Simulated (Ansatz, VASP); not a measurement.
# One calculation of PtSe2 (Sudovikovite), two programs

```xyz
3
Lattice="3.7412 0.0000 0.0000 -1.8706 3.2400 0.0000 0.0000 0.0000 4.7629" Properties=species:S:1:pos:R:3 pbc="T T T"
Pt    0.0000    0.0000    0.0000
Se    0.0000    2.1600    1.2603
Se    1.8706    1.0800    3.5026
```

Alike in both runs: functional LDA; k mesh 15 × 15 × 8; occupations gaussian, width 0.1 eV; no spin polarisation.

Ansatz relaxed the structure, and its values are those at the end. VASP's run is a single point on that final structure, the one shown.

|  | VASP | Ansatz |
| --- | --- | --- |
| version | VASP 6.6.1 | Ansatz 0.2.0 |
| potentials or method | VASP PAW LDA potentials, release 64 (Pt, Se) | scalar-relativistic, plane waves, PAW |
| plane-wave cutoff (eV) | 520 | 420 |
| valence electrons in the cell | 22 | 50 |

|  | VASP | Ansatz | Ansatz less VASP |
| --- | --- | --- | --- |
| gap on the k mesh at the Fermi level (eV) | none | none | - |
| pressure (GPa) | 0.5 | 0.0 | -0.46 |
| rms of the force components (eV/Å) | 0.023 | 0.000 | -0.0233 |

A gap of «none» marks a metal or a gap that the smearing closes. The two sets of potentials don't hold the same shells in valence.

Spin-orbit coupling is left out, which matters for the levels of Pt.
